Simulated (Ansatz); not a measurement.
# 1T-PbSeTe monolayer in a perpendicular field

What dipole does a perpendicular field induce in the 1T-PbSeTe monolayer? A positive field points along +c.

Calculated with Ansatz 0.2.0; plane-wave DFT, PBE-D4, Ansatz PAW, in the first sound run; inputs show where later runs differ.

## Step 1: The starting structure

The cell holds 3 atoms: 1 Te, 1 Pb and 1 Se. Its edges and angles: a = 3.750 Å, b = 3.750 Å, c = 20.953 Å, α = 90.0°, β = 90.0°, γ = 120.0°. Vacuum lies along c.

## Step 2: Relaxation

The starting cell is a guess, so the in-plane lattice and the atoms are relaxed first, with the slab cut off from its images along the normal. The program lengthens the vector along the normal by itself, so c and the volume that it reports differ from the typed ones.

The input, input.yaml:

```yaml
crystal:
  lattice:
    - [3.749942, 0.0, 0.0]
    - [-1.874971, 3.2475450347, 0.0]
    - [0.0, 0.0, 20.9533331033]
  atoms:
    - { symbol: Te, position: [0.6666666667, 0.3333333333, 0.4295259354] }
    - { symbol: Pb, position: [0.0, 0.0, 0.5076325698] }
    - { symbol: Se, position: [0.3333333333, 0.6666666667, 0.5704740646] }
  periodic: [true, true, false]
kpoints:
  mp_grid: { grid: [12, 12, 1] }
hamiltonian:
  xc: pbe
  dispersion: d4
scf:
  occupations: { method: fermi_dirac, width: 0.05 }
  convergence: { dr2_threshold: 1.0e-09 }
relax:
  f_tol: 0.004
  max_steps: 90
  cell: {}
output:
  write_potential: true
  write_density: true
  volumetric_format: npy
```

Command:

```sh
$ ansatz run input.yaml --threads 4 --pin off --max-ram 6144MiB --backend cpu --events-out ev --progress --plain --runs-dir out
```

Numbers of over 12 decimals in the logs are rounded to 6 here.

Output:

```text
Warning: crystal.periodic: the lattice vector that does not repeat stood 0.000° off the slab's normal, 20.953 Å along it as the deck builds it. The run solves the slab on a vector along the normal, 29.707 Å long, with every atom where it was (on the deck's vector they left 18.00 Å outside them, and the widest stretch free of ions among them is 1.64 Å). A fractional position that the run reports is one of the run's ce [...]
Warning: relax.cell: scf.convergence.dr2_threshold = 1e-9 eV is looser than the 1.78796159981e-10 eV advised for a relaxation that steers and ends on the stress (1e-10 eV for each atom of the cell: 3, times the square of relax.cell.stress_2d_tol = 0.05 N/m over 13.0 Å (the atoms' height at the walk's start and 5 Å past either face), 3.860e-2 GPa, over a crystal's default 0.05). What an SCF threshold leaves in a stress goes as its square root, and in the free energy as the threshold itself, and one threshold admits the most on a small cell: [figures from the program's tests cut] Set scf.convergence.dr2_threshold to 1.78796159981e-10 eV or tighter. [rest of the remark cut]
crystal.periodic: the lattice vector that does not repeat stood 0.000° off the slab's normal, 20.953 Å along it as the deck builds it. The run solves the slab on a vector along the normal, 29.707 Å long, with every atom where it was (on the deck's vector they left 18.00 Å outside them, and the widest stretch free of ions among them is 1.64 Å). A fractional position that the run reports is one of the run's cell, which [...]
Engine: ansatz 0.2.0, aarch64-unknown-linux-gnu
Pseudopotentials: kind: paw
Pseudopotential: Te, paw, valence charge 16, recommended cutoff 420 eV (normal), Te.paw.azcp
Pseudopotential: Pb, paw, valence charge 14, recommended cutoff 420 eV (normal), Pb.paw.azcp
Pseudopotential: Se, paw, valence charge 16, recommended cutoff 420 eV (normal), Se.paw.azcp
Functional definition: PBE
  parameter kappa = 0.804
  parameter beta = 0.066725
  exchange = pbe_x(kappa = kappa, mu = beta*pi^2/3)
  correlation = pbe_c(beta = beta)
Crystal: 3 atoms, lattice volume = 361.771 Å³
Basis set: ecut = 420 eV, 7143 PW (Γ), exchange–correlation on 54×54×400 points (8 copies of the dense FFT grid, shifted against one another)
Bands: 28, of which v1, the nominal top of the filled ones, is band 23 counted from 1 (22 counted from 0)
Symmetry: 6 space group operations
Space group: P3m1 (ITA 156), of the structure as read, at distance tolerance 7.1e-5 Å
k-points: 19 of 144 (time reversal used)
Non-local potential: Te, projectors of the file, l = 0: 2, l = 1: 2, l = 2: 2, l = 3: 2
Non-local potential: Pb, projectors of the file, l = 0: 2, l = 1: 2, l = 2: 2, l = 3: 2
Non-local potential: Se, projectors of the file, l = 0: 2, l = 1: 2, l = 2: 3, l = 3: 1
PAW form: soft (Blöchl's): semilocal exchange-correlation on the pseudo side does not see the compensation charge
PAW one-centre angular grid: Te, 590 points (default); XC on 64 Gauss nodes
PAW one-centre angular grid: Pb, 590 points (default); XC on 64 Gauss nodes
PAW one-centre angular grid: Se, 590 points (default); XC on 64 Gauss nodes
Initial density: superposition of atomic densities (neutral atoms: chi_scale 0, normalization atom), corrected by the library's trained network
Initial wavefunctions: pseudopotential atomic-orbital guess
Functional: x = pbe(κ = 0.804, μ = 0.219515), c = pbe(β = 0.066725)
SCF iter   1: F=—  HF=-24353.949801 eV  |F-HF|=—  |Δ(HF+E_count)|=         —  Δρ=1.17e-3  dr2=8.83e-3  ethr=1.77e-3  ⟨swp⟩=17.5  Hψ=4573  notcnv=0
preconditioner: auto → LDOS  [metal: Δε(μ)=0.109 eV  Ē_g=14.625 eV  σ=0.050 eV  W_gap=0.43  n_scr=18 (ndim 8)  ℏωp=10.0 eV  f_vac=0.768  D(μ)=1.01/eV (n_scr^D=6)  β→1.0]
SCF iter   2: F=—  HF=-24353.954879 eV  |F-HF|=—  |Δ(HF+E_count)|=   5.08e-3  Δρ=6.26e-4  dr2=4.58e-3  ethr=1.92e-5  ⟨swp⟩=4.3  Hψ=1758  notcnv=0  defer=4
SCF iter   3: F=—  HF=-24353.954064 eV  |F-HF|=—  |Δ(HF+E_count)|=   8.15e-4  Δρ=2.76e-4  dr2=7.46e-4  ethr=9.95e-6  ⟨swp⟩=3.0  Hψ=1044  notcnv=0  defer=4
SCF iter   4: F=—  HF=-24353.953938 eV  |F-HF|=—  |Δ(HF+E_count)|=   1.26e-4  Δρ=4.75e-5  dr2=1.89e-5  ethr=1.62e-6  ⟨swp⟩=2.8  Hψ=1024  notcnv=0  defer=4
SCF iter   5: F=—  HF=-24353.953970 eV  |F-HF|=—  |Δ(HF+E_count)|=   3.22e-5  Δρ=1.51e-5  dr2=1.45e-6  ethr=4.10e-8  ⟨swp⟩=3.2  Hψ=1146  notcnv=0  defer=4
SCF iter   6: F=—  HF=-24353.953942 eV  |F-HF|=—  |Δ(HF+E_count)|=   2.79e-5  Δρ=4.41e-6  dr2=5.23e-8  ethr=3.15e-9  ⟨swp⟩=3.2  Hψ=1211  notcnv=0  defer=4
SCF iter   7: F=—  HF=-24353.953943 eV  |F-HF|=—  |Δ(HF+E_count)|=   1.65e-7  Δρ=1.92e-6  dr2=3.53e-8  ethr=1.14e-10  ⟨swp⟩=3.8  Hψ=1312  notcnv=0  defer=4
SCF iter   8: F=—  HF=-24353.953943 eV  |F-HF|=—  |Δ(HF+E_count)|=  9.71e-10  Δρ=5.31e-7  dr2=2.01e-9  ethr=7.67e-11  ⟨swp⟩=3.5  Hψ=1121  notcnv=0  defer=4
SCF iter   9: F=-24353.953943 eV  HF=-24353.953943 eV  |F-HF|=2.32e-9  |Δ(HF+E_count)|=   4.62e-9  Δρ=1.37e-7  dr2=1.92e-10  ethr=2.17e-12  ⟨swp⟩=12.3  Hψ=4039  notcnv=0
SCF 1 converged in 9 iterations: F = -24353.953943 eV  dr2 = 1.92e-10
  greatest PAW one-centre occupation: 1.000 electrons in one spin orbital (limit 2), on the Se atom at site 2 (counted from 0), in its partial waves of l = 2
relax step   1: F+E_penalty+E_count = -24353.95394255 eV  Δ(F+E_penalty+E_count) = +0.000e0 eV  max|allowed force component| = 5.143e0 eV/Å  Δτ_max = 0.0000 Å  P = +17.938 N/m  Ω = 361.771 Å³  fix = [c, alpha, beta]  reactions: c +0.000 N/m  (9 SCF iters, accepted)
Crystal: 3 atoms, lattice volume = 368.949 Å³
Basis set: ecut = 420 eV, 7239 PW (Γ), exchange–correlation on 54×54×400 points (8 copies of the dense FFT grid, shifted against one another)
Initial density: handed on by an earlier stage of this run
Initial wavefunctions: those handed on with the density
iter 1 solved again at ethr=1.84e-4 eV; its pass at ethr=3.10e-3 eV (dr2=8.45e-2 eV) is discarded
SCF iter   1: F=—  HF=-24355.530079 eV  |F-HF|=—  |Δ(HF+E_count)|=         —  Δρ=4.00e-3  dr2=8.44e-2  ethr=1.84e-4  ⟨swp⟩=2.7  Hψ=4084  notcnv=0
preconditioner: auto → LDOS  [metal: Δε(μ)=0.083 eV  Ē_g=14.051 eV  σ=0.050 eV  W_gap=0.39  n_scr=36 (ndim 8)  ℏωp=9.9 eV  f_vac=0.755  D(μ)=1.77/eV (n_scr^D=8)  β→1.0]
SCF iter   2: F=—  HF=-24355.519020 eV  |F-HF|=—  |Δ(HF+E_count)|=   1.11e-2  Δρ=1.43e-3  dr2=6.77e-3  ethr=1.84e-4  ⟨swp⟩=4.6  Hψ=1374  notcnv=0
SCF iter   3: F=—  HF=-24355.518129 eV  |F-HF|=—  |Δ(HF+E_count)|=   8.90e-4  Δρ=6.03e-4  dr2=2.58e-3  ethr=1.47e-5  ⟨swp⟩=3.0  Hψ=1309  notcnv=0
[...]
relax step   3: F+E_penalty+E_count = -24356.08162415 eV  Δ(F+E_penalty+E_count) = -5.643e-1 eV  max|allowed force component| = 8.138e-1 eV/Å  Δτ_max = 0.1205 Å  P = +3.197 N/m  Ω = 387.286 Å³  energy of the carried Pulay correction = -8.376e-4 eV  fix = [c, alpha, beta]  reactions: c +0.000 N/m  (9 SCF iters, accepted)
[... from here on, the SCF cycles and remarks between the steps are left out ...]
relax step   4: F+E_penalty+E_count = -24356.19042717 eV  Δ(F+E_penalty+E_count) = -1.088e-1 eV  max|allowed force component| = 2.940e-1 eV/Å  Δτ_max = 0.0561 Å  P = +0.841 N/m  Ω = 401.409 Å³  energy of the carried Pulay correction = -1.277e-3 eV  fix = [c, alpha, beta]  reactions: c +0.000 N/m  (8 SCF iters, accepted)
relax step   5: F+E_penalty+E_count = -24356.20837925 eV  Δ(F+E_penalty+E_count) = -1.795e-2 eV  max|allowed force component| = 1.424e-1 eV/Å  Δτ_max = 0.0694 Å  P = -0.177 N/m  Ω = 403.880 Å³  energy of the carried Pulay correction = -1.352e-3 eV  fix = [c, alpha, beta]  reactions: c -0.000 N/m  (10 SCF iters, accepted)
relax step   6: F+E_penalty+E_count = -24356.21311806 eV  Δ(F+E_penalty+E_count) = -4.739e-3 eV  max|allowed force component| = 1.178e-1 eV/Å  Δτ_max = 0.0450 Å  P = -0.316 N/m  Ω = 401.511 Å³  energy of the carried Pulay correction = -1.280e-3 eV  fix = [c, alpha, beta]  reactions: c -0.000 N/m  (10 SCF iters, accepted)
relax step   7: F+E_penalty+E_count = -24356.21967218 eV  Δ(F+E_penalty+E_count) = -6.554e-3 eV  max|allowed force component| = 2.120e-1 eV/Å  Δτ_max = 0.0838 Å  P = -0.303 N/m  Ω = 393.350 Å³  energy of the carried Pulay correction = -1.028e-3 eV  fix = [c, alpha, beta]  reactions: c -0.000 N/m  (9 SCF iters, accepted)
relax step   8: F+E_penalty+E_count = -24356.22420127 eV  Δ(F+E_penalty+E_count) = -4.529e-3 eV  max|allowed force component| = 6.757e-2 eV/Å  Δτ_max = 0.0176 Å  P = -0.164 N/m  Ω = 389.451 Å³  energy of the carried Pulay correction = -9.060e-4 eV  fix = [c, alpha, beta]  reactions: c -0.000 N/m  (8 SCF iters, accepted)
relax step   9: F+E_penalty+E_count = -24356.22478910 eV  Δ(F+E_penalty+E_count) = -5.878e-4 eV  max|allowed force component| = 2.604e-2 eV/Å  Δτ_max = 0.0156 Å  P = +0.035 N/m  Ω = 387.815 Å³  energy of the carried Pulay correction = -8.543e-4 eV  fix = [c, alpha, beta]  reactions: c +0.000 N/m  (8 SCF iters, accepted)
relax step  10: F+E_penalty+E_count = -24356.22500374 eV  Δ(F+E_penalty+E_count) = -2.146e-4 eV  max|allowed force component| = 1.706e-3 eV/Å  Δτ_max = 0.0106 Å  P = -0.004 N/m  Ω = 387.450 Å³  energy of the carried Pulay correction = -8.428e-4 eV  fix = [c, alpha, beta]  reactions: c -0.000 N/m  (7 SCF iters, accepted)
Initial wavefunctions: pseudopotential atomic-orbital guess (no wavefunctions were taken with the density)
iter 1 solved again at ethr=2.08e-6 eV; its pass at ethr=3.10e-3 eV (dr2=9.56e-4 eV) is discarded
SCF iter   1: F=—  HF=-24356.214434 eV  |F-HF|=—  |Δ(HF+E_count)|=         —  Δρ=2.69e-4  dr2=8.37e-6  ethr=2.08e-6  ⟨swp⟩=4.9  Hψ=5374  notcnv=0
preconditioner: auto → LDOS  [metal: Δε(μ)=0.066 eV  Ē_g=13.059 eV  σ=0.050 eV  W_gap=0.32  n_scr=36 (ndim 8)  ℏωp=9.6 eV  f_vac=0.734  D(μ)=3.13/eV (n_scr^D=10)  β→1.0]
SCF iter   2: F=—  HF=-24356.225717 eV  |F-HF|=—  |Δ(HF+E_count)|=   1.13e-2  Δρ=1.21e-5  dr2=1.65e-6  ethr=1.82e-8  ⟨swp⟩=4.2  Hψ=1352  notcnv=0
SCF iter   3: F=—  HF=-24356.225673 eV  |F-HF|=—  |Δ(HF+E_count)|=   4.41e-5  Δρ=6.59e-6  dr2=1.85e-7  ethr=3.58e-9  ⟨swp⟩=3.0  Hψ=1060  notcnv=0
SCF iter   4: F=—  HF=-24356.225691 eV  |F-HF|=—  |Δ(HF+E_count)|=   1.86e-5  Δρ=2.60e-6  dr2=8.54e-8  ethr=4.03e-10  ⟨swp⟩=2.9  Hψ=1183  notcnv=0
SCF iter   5: F=—  HF=-24356.225691 eV  |F-HF|=—  |Δ(HF+E_count)|=   9.59e-9  Δρ=6.76e-7  dr2=7.92e-9  ethr=1.86e-10  ⟨swp⟩=2.2  Hψ=983  notcnv=0
SCF iter   6: F=—  HF=-24356.225691 eV  |F-HF|=—  |Δ(HF+E_count)|=   2.89e-7  Δρ=4.59e-7  dr2=3.51e-9  ethr=1.72e-11  ⟨swp⟩=3.5  Hψ=1127  notcnv=0
SCF iter   7: F=-24356.225691 eV  HF=-24356.225691 eV  |F-HF|=9.62e-9  |Δ(HF+E_count)|=   8.44e-8  Δρ=1.07e-7  dr2=2.00e-10  ethr=2.17e-12  ⟨swp⟩=13.2  Hψ=4121  notcnv=0
SCF 11 converged in 7 iterations: F = -24356.225691 eV  dr2 = 2.00e-10
relax step  11: F+E_penalty+E_count = -24356.22569148 eV  Δ(F+E_penalty+E_count) = -6.877e-4 eV  max|allowed force component| = 1.595e-3 eV/Å  Δτ_max = 0.0000 Å  P = -0.009 N/m  Ω = 387.450 Å³  fix = [c, alpha, beta]  reactions: c -0.000 N/m  stress off target by 9.03e-3 N/m on what of the cell is left free  SCF on the basis re-selected at this cell (its energy is not comparable with the rows above)  (7 SCF iters)
basis re-selected at this cell: Δ(F+E_penalty+E_count) = -6.877e-4 eV, ΔP = -0.005 N/m vs the last step (what re-selecting the basis moved, of the pressure what is left beyond the Pulay correction that the steps carried, after the strain that the cell walked since its last selection, with what the two solves' SCF thresholds leave and, on support functions, any second-order correction that the steps lacked; it is no m [...]
WARN: The input density's exchange-correlation potential varies sharply where the density is thin. Do not read a vacuum level from v_tot or v_xc, or from such a field of the output density. On a cell that repeats whose density bears no net charge and no dipole along the vacuum's axis use v_es (v_loc + v_h of the components); under efield.dipole_correction with no amplitude use v_es + v_field, which holds any external [...]
SCF converged after 7 iterations
Free energy (F): -24356.225691 eV
Harris-Foulkes:  -24356.225691 eV  (|F-HF|=9.62e-9)
Internal energy: -24356.199904 eV  (E = F + TS)
E sigma→0 (E₀):  -24356.212798 eV
Entropy (-TS):   -0.025787 eV (-8.596 meV/atom)
Fermi energy:    -5.384209 eV
--- Per-component energies (eV) ---
  E_band       = -1327.739348
  E_kinetic    = 586.764437
  E_local      = -84455.410996  (includes V_loc(G=0)·N_el)
  E_nonlocal   = -555.198558
  E_hartree    = 41963.482662
  E_xc         = -447.318222
  E_vxc        = -332.194700  (∫ρ·V_xc dr)
  E_paw        = -16981.025917  (= ΣΔE_a)
  E_vpaw       = -498.663365  (= ΣTr[D̂ρ^β])
  E_aug_tail   = -0.000736  (compensation charges beyond the density's cutoff)
  E_ewald      = 35533.454615
  E_disp       = -0.947188  (pairwise vdW)
  E_smearing   = -0.025787  (= −TS)
  E_closure    = 0.000000  (closes the sum)
  Σ components = -24356.225691   (vs F -24356.225691, Δ=0.00e0)
--- Forces (eV/Å), atoms counted from 1 ---
  atom   1  Te     0.00000000     0.00000000    -0.00092459
  atom   2  Pb     0.00000000     0.00000000    -0.00066912
  atom   3  Se     0.00000000    -0.00000000     0.00159521
  max |Σ_I F_I| component: 1.50e-6 eV/Å
--- 2D stress c σ (N/m, compression-positive) ---
       -0.009030      -0.000000      -0.000000
       -0.000000      -0.009030       0.000000
       -0.000000       0.000000      -0.000000
  P = ½ c Tr σ = -0.0090 N/m
--- Band table (eV; the first three rows and the last of 19) ---
  k-point 0: bands = [... 19 lower, -5.8227, -5.8227, -5.0926, -4.4403, -4.4403, -2.0117, -0.7836, -0.7836, ... 1 higher]
  k-point 1: bands = [... 19 lower, -6.3849, -5.9229, -5.1450, -4.6051, -4.5353, -1.6902, -1.2158, -0.7026, ... 1 higher]
  k-point 2: bands = [... 19 lower, -7.1367, -6.1797, -6.0703, -4.7648, -4.5683, -1.9861, -0.9236, -0.5692, ... 1 higher]
  k-point 18: bands = [... 19 lower, -8.5494, -8.5028, -7.0215, -6.4419, -5.7431, -2.0468, -1.9520, -0.4413, ... 1 higher]
  the weakly bound empty levels are not read free of the cell's end (no_gap_told)
--- Relaxed structure (10 steps of the walk, 10 accepted, 1 SCFs on fresh bases) ---
  F+E_penalty+E_count = -24356.22569148 eV   max|allowed force component| = 1.595e-3 eV/Å   (the final SCF, on the basis selected at the relaxed cell)
  cell:  # Å, volume = 387.4503 Å³
    - [3.880751, 0, 0]
    - [-1.940375, 3.360829, 0]
    - [0, 0, 29.706666]
  atoms:
    - { symbol: Te, position: [0.666667, 0.333333, 0.283606] }
    - { symbol: Pb, position: [0, 0, 0.361651] }
    - { symbol: Se, position: [0.333333, 0.666667, 0.418139] }
```

Wall time 50 s (4 threads of Arm Neoverse V2, shared host); peak memory 0.73 GiB; 3.2 min of CPU time.

Step by step:

```
step  energy less that of the first step (eV)  largest force component (eV/Å)  volume (Å³)
   1                                   0.0000                          5.1434       361.77
   2                                  -1.5634                          2.3247       368.95
   3                                  -2.1277                          0.8138       387.29
   4                                  -2.2365                          0.2940       401.41
   5                                  -2.2544                          0.1424       403.88
   6                                  -2.2592                          0.1178       401.51
   7                                  -2.2657                          0.2120       393.35
   8                                  -2.2703                          0.0676       389.45
   9                                  -2.2708                          0.0260       387.81
  10                                  -2.2711                          0.0017       387.45
 11*                                  -2.2717                          0.0016       387.45
```

Relaxation steps marked * repeat the geometry before them on a plane-wave basis chosen anew for their cell, so energy and pressure can jump there.

The run keeps the 6 symmetry operations that it works with, so distortions that break them were not tested.

```
cell as run  before  after  change
      a (Å)   3.750  3.881  +3.5 %
      b (Å)   3.750  3.881  +3.5 %
```

The atoms that moved most (Å, along periodic axes as changes of fractional coordinates times the final cell, across vacuum about the mean position):

```
atom     dx     dy      dz  length
 Te1  0.000  0.000  -0.575   0.575
 Se3  0.000  0.000   0.468   0.468
 Pb2  0.000  0.000   0.107   0.107
```

Final coordinates:

```xyz
3
Lattice="3.8808 0.0000 0.0000 -1.9404 3.3608 0.0000 0.0000 0.0000 29.7067" Properties=species:S:1:pos:R:3
Te    1.9404    1.1203    8.4250
Pb    0.0000    0.0000   10.7434
Se    0.0000    2.2406   12.4215
```

Numbers from this step:

- energy at zero smearing: -24356.2128 eV

The lattice constant a goes from 3.750 to 3.881 Å.

(Continued in part 2 of 4.)

[Logs are printed without paths, hosts, clocks, repeated set-up lines and the standing remarks that a program may print on its own settings, such as how far it seeks lower states.]

[Hosts, paths, dates, database ids (printed as entryN), source tags and the programs' standing remarks are cut or masked in the printed files.]

[Maps of the electrostatic potential energy from Ansatz leave out the sawtooth potential of an applied field or a dipole correction, so their vacuum need not be flat; planar profiles and work functions include it.]
